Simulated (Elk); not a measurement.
## I: computed DOS

```
I
1.0
     2.53835   -3.70662    0.00000
     2.53835    3.70662    0.00000
    -1.62087    0.00000    2.38110
I
1
Cartesian
  1.7279 0.0000 1.1905
```

The conventional cell has a = 5.077 Å, b = 7.413 Å, c = 2.880 Å, α = 90.00°, β = 124.24°, γ = 90.00°. I (atom 1) has 2 I at 2.88 Å as nearest neighbours.

Structure from Materials Project entry mp-639751 (possibly hypothetical), not relaxed further.

No spin–orbit coupling, which matters for the heavy atoms here.

Level of theory: DFT, TB-mBJ exchange potential with LDA correlation, all-electron APW+lo, Dirac cores, scalar-relativistic bands (Elk 11.2.3 with local patches).

Numerical set-up: a Γ-centred 9×9×14 k mesh, Fermi–Dirac smearing of 0.0272 eV, R·Kmax = 8 on the mean sphere radius, lmax = 10, no spin polarisation; the energy settled, though the test on the potential was never met; no run of a second program bears this one out, and levels, gaps and moments can depend on Elk's basis and start.

Problem. Which of the resolved shells contributes most within 0.3 eV of the Fermi level?

Solution. I p, with 65 % of all states there; I s follows with 1 %.

Problem. Tabulate the density of states.

Solution. States per eV and cell, averaged over 0.6 eV, from -5.5 to 5.9 eV, with energies (bin centres) from the Fermi level; empty bins are left out. The partial columns, the largest 4 alone, are parts inside the muffin-tin spheres by angular momentum, or the part between the spheres (interstitial), summed over atoms of an element.
```
E (eV)  total   I p  interstitial   I s   I d
  -5.3   0.10  0.06          0.04  0.00  0.00
  -4.8   0.45  0.27          0.17  0.01  0.00
  -4.2   0.26  0.16          0.09  0.01  0.00
  -3.6   0.22  0.13          0.08  0.01  0.00
  -3.0   0.59  0.31          0.26  0.01  0.00
  -2.4   1.06  0.56          0.47  0.02  0.01
  -1.9   1.58  0.89          0.65  0.02  0.01
  -1.3   1.54  0.91          0.61  0.00  0.01
  -0.7   1.39  0.85          0.52  0.01  0.01
  -0.1   1.54  0.99          0.52  0.02  0.01
   0.5   0.38  0.25          0.12  0.01  0.01
   1.0   0.15  0.09          0.04  0.01  0.01
   1.6   0.15  0.10          0.04  0.01  0.01
   2.2   0.16  0.11          0.04  0.01  0.01
   2.8   0.15  0.11          0.04  0.00  0.01
   3.3   0.19  0.14          0.04  0.00  0.01
   3.9   0.31  0.23          0.06  0.00  0.01
   4.5   0.15  0.12          0.03  0.00  0.00
   5.7   0.02  0.00          0.01  0.00  0.00
```
